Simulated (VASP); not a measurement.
# Te2Pt (P-3m1) in VASP: single point with rev-vdW-DF2

Aim: the single point of Te2Pt with rev-vdW-DF2.

All numbers are computed with VASP 6.6.1; they aren't measurements. Logs are shortened: lines on timing, memory, paths and dates and some standing lists are left out, and cuts for length are marked.

**1. The structure**

It takes space group P-3m1 (No. 164, trigonal). Conventional cell: a = 4.072 Å, b = 4.072 Å, c = 5.231 Å, α = 90.00°, β = 90.00°, γ = 120.00°. Te (site symmetry 3m) has 3 Pt at 2.72 Å as nearest neighbours. Pt (site symmetry -3m) is surrounded by 6 Te at 2.72 Å.

**2. Single point, rev-vdW-DF2**

INCAR reads:

```
PREC = Accurate
ENCUT = 520
EDIFF = 1E-7
ISMEAR = 1
SIGMA = 0.1
LREAL = False
LASPH = True
NELM = 80
ALGO = Fast
ISIF = 2
LWAVE = False
LCHARG = False
GGA = MK
LUSE_VDW = True
AGGAC = 0.0
PARAM1 = 0.1234
PARAM2 = 0.711357
ZAB_VDW = -1.8867
ICORELEVEL = 1
```

KPOINTS reads:

```
Automatic mesh
0
Gamma
  12 12 11
```

POSCAR reads:

```
Te2Pt
1.0
    4.0720587800      0.0000000000      0.0000000000
   -2.0360301100      3.5265061900      0.0000000000
    0.0000000000      0.0000000000      5.2305520000
Te Pt
2 1
Direct
    0.3333330000      0.6666660000      0.2619840000
    0.6666670000      0.3333340000      0.7380160000
    0.0000000000      0.0000000000      0.0000000000
```

Potentials or basis: VASP PAW PBE potentials, release 64 (Te, Pt).

On the command line:

```bash
> cat potpaw_PBE.64/Te/POTCAR potpaw_PBE.64/Pt/POTCAR > POTCAR
> mpirun -np 1 vasp_std > vasp.out
```

OUTCAR:

```text
PREC = Accurate
   ENCUT = 520
   EDIFF = 1E-7
   ISMEAR = 1
   LREAL = False
   LASPH = True
   NELM = 80
   ISIF = 2
   GGA = MK

 ion  position               nearest neighbor table
   1  0.333  0.667  0.262-   3 2.72   3 2.72   3 2.72   2 3.42   2 3.42   2 3.42   2 3.61   2 3.61
                             2 3.61
   2  0.667  0.333  0.738-   3 2.72   3 2.72   3 2.72   1 3.42   1 3.42   1 3.42   1 3.61   1 3.61
                             1 3.61
   3  0.000  0.000  0.000-   1 2.72   2 2.72   2 2.72   1 2.72   1 2.72   2 2.72

  LATTYP: Found a hexagonal cell.
 ALAT       =     4.0720587800
 C/A-ratio  =     1.2844981575

  Lattice vectors:

 A1 = (   4.0720587800,   0.0000000000,   0.0000000000)
 A2 = (  -2.0360301100,   3.5265061900,   0.0000000000)
 A3 = (   0.0000000000,   0.0000000000,   5.2305520000)

Analysis of symmetry for initial positions (statically):
=====================================================================
 Subroutine PRICEL returns:
 Original cell was already a primitive cell.

 Routine SETGRP: Setting up the symmetry group for a
 hexagonal supercell.

 Subroutine GETGRP returns: Found 12 space group operations
 (whereof 12 operations were pure point group operations)
 out of a pool of 24 trial point group operations.

The static configuration has the point symmetry D_3d.

Analysis of symmetry for dynamics (positions and initial velocities):
=====================================================================
 Subroutine PRICEL returns:
 Original cell was already a primitive cell.

 Routine SETGRP: Setting up the symmetry group for a
 hexagonal supercell.

 Subroutine GETGRP returns: Found 12 space group operations
 (whereof 12 operations were pure point group operations)
 out of a pool of 24 trial point group operations.

The dynamic configuration has the point symmetry D_3d.

 Subroutine INISYM returns: Found 12 space group operations
 (whereof 12 operations are pure point group operations),
 and found     1 'primitive' translations

----------------------------------------------------------------------------------------

                                     Primitive cell

  volume of cell :      75.1115

  direct lattice vectors                    reciprocal lattice vectors
     4.072058780  0.000000000  0.000000000     0.245576023  0.141783439  0.000000000
    -2.036030110  3.526506190  0.000000000     0.000000000  0.283566779  0.000000000
     0.000000000  0.000000000  5.230552000     0.000000000  0.000000000  0.191184410

  length of vectors
     4.072058780  4.072059002  5.230552000     0.283566794  0.283566779  0.191184410

  position of ions in fractional coordinates (direct lattice)
     0.333333000  0.666666000  0.261984000
     0.666667000  0.333334000  0.738016000
     0.000000000  0.000000000  0.000000000

  ion indices of the primitive-cell ions
   primitive index   ion index
                 1           1
                 2           2
                 3           3

----------------------------------------------------------------------------------------

 KPOINTS: Automatic mesh

Automatic generation of k-mesh.
 Grid dimensions read from file:
 generate k-points for:   12   12   11

 Generating k-lattice:

  Cartesian coordinates                     Fractional coordinates (reciprocal lattice)
     0.020464669  0.011815287  0.000000000     0.083333333  0.000000000  0.000000000
     0.000000000  0.023630565  0.000000000     0.000000000  0.083333333  0.000000000
     0.000000000  0.000000000  0.017380401     0.000000000  0.000000000  0.090909091

  Length of vectors
     0.023630566  0.023630565  0.017380401

  Shift w.r.t. Gamma in fractional coordinates (k-lattice)
     0.000000000  0.000000000  0.000000000

 Subroutine IBZKPT returns following result:
 ===========================================

 Found    174 irreducible k-points:

 Following reciprocal coordinates:
            Coordinates               Weight
  0.000000  0.000000  0.000000      1.000000
  0.083333  0.000000  0.000000      6.000000
  0.166667  0.000000  0.000000      6.000000
  0.250000  0.000000  0.000000      6.000000
  0.333333 -0.000000  0.000000      6.000000
  0.416667 -0.000000  0.000000      6.000000
[... 16 lines left out ...]
  0.166667  0.000000  0.090909      6.000000
  0.000000  0.166667  0.090909      6.000000
 [... further k-points ...]
   k-points           NKPTS =    174   k-points in BZ     NKDIM =    174   number of bands    NBANDS=     15
   number of dos      NEDOS =    301   number of ions     NIONS =      3
   total plane-waves  NPLWV =  36000
   dimension x,y,z NGX =    30 NGY =   30 NGZ =   40
   dimension x,y,z NGXF=    60 NGYF=   60 NGZF=   80
   ions per type =               2   1
   NGX,Y,Z   is equivalent  to a cutoff of  12.25, 12.25, 12.71 a.u.
   NGXF,Y,Z  is equivalent  to a cutoff of  24.50, 24.50, 25.43 a.u.
 SYSTEM =  unknown system
   PREC   = accura    normal or accurate (medium, high low for compatibility)
   ISTART =      0    job   : 0-new  1-cont  2-samecut
   ICHARG =      2    charge: 1-file 2-atom 10-const
   ISPIN  =      1    spin polarized calculation?
   LNONCOLLINEAR =      F non collinear calculations
   LSORBIT =      F    spin-orbit coupling
   LASPH  =      T    aspherical Exc in radial PAW
   ENCUT  =  520.0 eV  38.22 Ry    6.18 a.u.   7.57  7.57  9.73*2*pi/ulx,y,z
   NELM   =     80;   NELMIN=  2; NELMDL= -5     # of ELM steps
   EDIFF  = 0.1E-06   stopping-criterion for ELM
   LREAL  =      F    real-space projection
   EDIFFG = 0.1E-05   stopping-criterion for IOM
   NSW    =      0    number of steps for IOM
   IBRION =     -1    ionic relax: 0-MD 1-quasi-New 2-CG
   NFREE  =      0    steps in history (QN), initial steepest desc. (CG)
   ISIF   =      2    stress and relaxation
   ISYM   =      2    0-nonsym 1-usesym 2-fastsym
   POTIM  = 0.5000    time-step for ionic-motion
   TEBEG  =    0.0;   TEEND  =   0.0 temperature during run
   PSTRESS=    0.0 pullay stress
   NELECT =      22.0000    total number of electrons
   NUPDOWN=      -1.0000    fix difference up-down
   EMIN   =  10.00;   EMAX   =-10.00  energy-range for DOS
   EFERMI =   0.00;   METHOD = LEGACY
   ISMEAR =     1;   SIGMA  =   0.10  broadening in eV -4-tet -1-fermi 0-gaus
   EFERMI_NEDOS =   21; number of points for ismear=-14 and -15
   IALGO  =     68    algorithm
   IMIX   =      4    mixing-type and parameters
     AMIX     =   0.40;   BMIX     =  1.00
     AMIX_MAG =   1.60;   BMIX_MAG =  1.00
  volume/ion in A,a.u.               =      25.04       168.96
  Fermi-wavevector in a.u.,A,eV,Ry     =   1.087211  2.054530 16.082450  1.182027
  Thomas-Fermi vector in A             =   2.223365
   LORBIT       =      0    0 simple, 1 ext, 2 COOP (PROOUT), +10 PAW based schemes
   GGA     = MK    functional components
   LHFCALC =     F    Hartree Fock is set to
   AEXX    =    0.0000 exact exchange contribution
   IVDW_NL    =     1    kernel type
   BPARAM     = 6.3000
   IVDW    =     0    specifies the selected vdW correction
   LEPSILON=     F    determine dielectric tensor
   LRPA    =     F    only Hartree local field effects (RPA)
 non-spin polarized calculation
 RMM-DIIS sequential band-by-band and
 Methfessel and Paxton  Order N= 1 SIGMA  =   0.10
  energy-cutoff  :      520.00
  volume of cell :       75.11
 maximum number of plane-waves:      2043
   NGX = 15   NGY = 15   NGZ = 19

 number of electron      21.9999997 magnetization

 Free energy of the ion-electron system (eV)
  ---------------------------------------------------
  ext. energy  EPLUGINS =         0.00000000
  ---------------------------------------------------
  free energy    TOTEN  =        -8.18685770 eV

  energy without entropy =       -8.18680502  energy(sigma->0) =       -8.18684014

 the core state eigenenergies are
   1-  1s -31608.2854  2s  -4835.8277  2p  -4339.2278  3s   -952.0317  3p   -790.6898
       3d   -546.9392  4s   -151.5205  4p   -101.5584  4d    -28.8730
   2-  1s -31608.2854  2s  -4835.8277  2p  -4339.2278  3s   -952.0317  3p   -790.6898
       3d   -546.9392  4s   -151.5205  4p   -101.5584  4d    -28.8730
   3-  1s -78390.3721  2s -13760.0293  2p -11920.2982  3s  -3223.8957  3p  -2688.3964
       3d  -2108.7682  4s   -684.2148  4p   -508.6600  4d   -295.7355  4f    -59.1482
       5s    -90.6484  5p    -44.7709

 E-fermi :   8.2260     XC(G=0): -10.4677

 val. band max:        8.2112627298   @ k =   0.0833   0.0833   0.3636
 cond. band min:       8.2261522289   @ k =  -0.0833   0.3333   0.1818
 fundamental gap:      0.0148894991
 Fermi energy:         8.2259553276

 k-point     1 :       0.0000    0.0000    0.0000
  band No.  band energies     occupation
      1      -5.5917      2.00000
      2      -2.3384      2.00000
      3       1.7106      2.00000
      4       2.7536      2.00000
      5       2.7536      2.00000
      6       4.6418      2.00000
      7       4.6418      2.00000
      8       5.6424      2.00000
      9       7.7782      2.00000
     10       7.7782      2.00000
     11       9.1343     -0.00000
     12       9.1343     -0.00000
     13       9.7076     -0.00000
     14      10.9944      0.00000
     15      12.2271      0.00000
[... 397 lines left out ...]
 k-point    24 :       0.0000    0.1667    0.0909
  band No.  band energies     occupation
      1      -5.2737      2.00000
      2      -2.5741      2.00000
      3       2.0403      2.00000
      4       2.8747      2.00000
      5       3.1017      2.00000
      6       4.2364      2.00000
      7       4.5431      2.00000
      8       5.2390      2.00000
      9       6.4298      2.00000
     10       7.2572      2.00000
     11       8.4186     -0.02011
     12       9.3048     -0.00000
     13       9.6583     -0.00000
     14      12.0983      0.00000
     15      12.7160      0.00000

 [... further k-points ...]

------------------------ aborting loop because EDIFF is reached ----------------------------------------

  FORCE on cell =-STRESS in cart. coord.  units (eV):
  Direction    XX          YY          ZZ          XY          YZ          ZX
  --------------------------------------------------------------------------------------
  -------------------------------------------------------------------------------------
  Total       -0.0055085     -0.0055085      0.0062202      0.0000000     -0.0000000     -0.0000000
  in kB       -0.1175010     -0.1175010      0.1326808      0.0000000     -0.0000000     -0.0000000
  external PRESSURE =      -0.0341070 kB  Pullay stress =       0.0000000 kB

 VOLUME and BASIS-vectors are now :
 -----------------------------------------------------------------------------
  energy-cutoff  :      520.00
  volume of cell :       75.11
      direct lattice vectors                 reciprocal lattice vectors
     4.072058780  0.000000000  0.000000000     0.245576023  0.141783439  0.000000000
    -2.036030110  3.526506190  0.000000000     0.000000000  0.283566779  0.000000000
     0.000000000  0.000000000  5.230552000     0.000000000  0.000000000  0.191184410

 POSITION                                       TOTAL-FORCE (eV/Angst)
 -----------------------------------------------------------------------------------
     -0.00000      2.35100      1.37032         0.000000      0.000000     -0.022635
      2.03603      1.17550      3.86023        -0.000000      0.000000      0.022635
      0.00000      0.00000      0.00000         0.000000     -0.000000      0.000000
 -----------------------------------------------------------------------------------
    total drift:                                0.000000     -0.000000      0.000000

  FREE ENERGIE OF THE ION-ELECTRON SYSTEM (eV)
  ---------------------------------------------------
  free  energy   TOTEN  =        -8.1868577020 eV

  energy  without entropy=       -8.1868050234  energy(sigma->0) =       -8.18684014

Total vdW correction in eV:      3.4657788
```

Run time: 2.7 min. Hardware: 1 thread of Intel Xeon Platinum 8488C (Sapphire Rapids), shared host; peak memory 0.56 GiB.

Results:

```yaml
Free_energy: -8.1869 eV
Pressure: 0.0 GPa
Largest_force: 0.023 eV/Å
Band_gap_on_the_k_mesh: none (metal or under the smearing width)
```

Forces on the atoms (eV/Å):
```
Te   0.000  0.000 -0.023
Te   0.000  0.000  0.023
Pt   0.000  0.000  0.000
```

Levels at points of the mesh, in eV from the Fermi level:
```tsv
k point	band 8	band 9	band 10	band 11	band 12	band 13	band 14	band 15
(0.00, 0.00, 0.00)	-2.58	-0.45	-0.45	0.91	0.91	1.48	2.77	4.00
(0.50, 0.00, 0.00)	-3.29	-3.26	-3.24	-2.80	0.12	2.48	3.87	5.36
```

Core levels (eV, on the scale of the bands):
| atom | levels |
| --- | --- |
| 1 Te | 1s -31608.3, 2s -4835.8, 2p -4339.2, 3s -952.0, 3p -790.7, 3d -546.9, 4s -151.5, 4p -101.6, 4d -28.9 |
| 2 Te | 1s -31608.3, 2s -4835.8, 2p -4339.2, 3s -952.0, 3p -790.7, 3d -546.9, 4s -151.5, 4p -101.6, 4d -28.9 |
| 3 Pt | 1s -78390.4, 2s -13760.0, 2p -11920.3, 3s -3223.9, 3p -2688.4, 3d -2108.8, 4s -684.2, 4p -508.7, 4d -295.7, 4f -59.1, 5s -90.6, 5p -44.8 |

Caveat: the PAW data sets were made with another functional, which shifts forces and pressure a little.
